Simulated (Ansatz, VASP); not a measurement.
## KF in VASP and in Ansatz

```
K F
1.0
     0.00000    2.53982    2.53982
     2.53982    0.00000    2.53982
     2.53982    2.53982    0.00000
K F
1 1
Direct
  0.00000 0.00000 0.00000
  0.50000 0.50000 0.50000
```

Change from the starting cell: strain -0.050 along x and y, -0.050 along z, atoms carried along.

Alike in both runs: task single point; functional PBE; k mesh 8 × 8 × 8; occupations gaussian, width 0.05 eV; no spin polarisation.

```csv
,VASP,Ansatz
version,VASP 6.6.1,Ansatz 0.2.0
potentials or method,"VASP PAW PBE potentials, release 64 (K_sv, F)","scalar-relativistic, plane waves, PAW"
plane-wave cutoff (eV),520,420
valence electrons in the cell,16,16
```

|  | VASP | Ansatz | Ansatz less VASP |
| --- | --- | --- | --- |
| gap on the k mesh at the Fermi level (eV) | 7.04 | 7.06 | +0.021 |
| least direct gap on the mesh (eV) | 7.04 | 7.06 | +0.021 |
| pressure (GPa) | 9.3 | 9.1 | -0.24 |

A k mesh can miss the band edges.
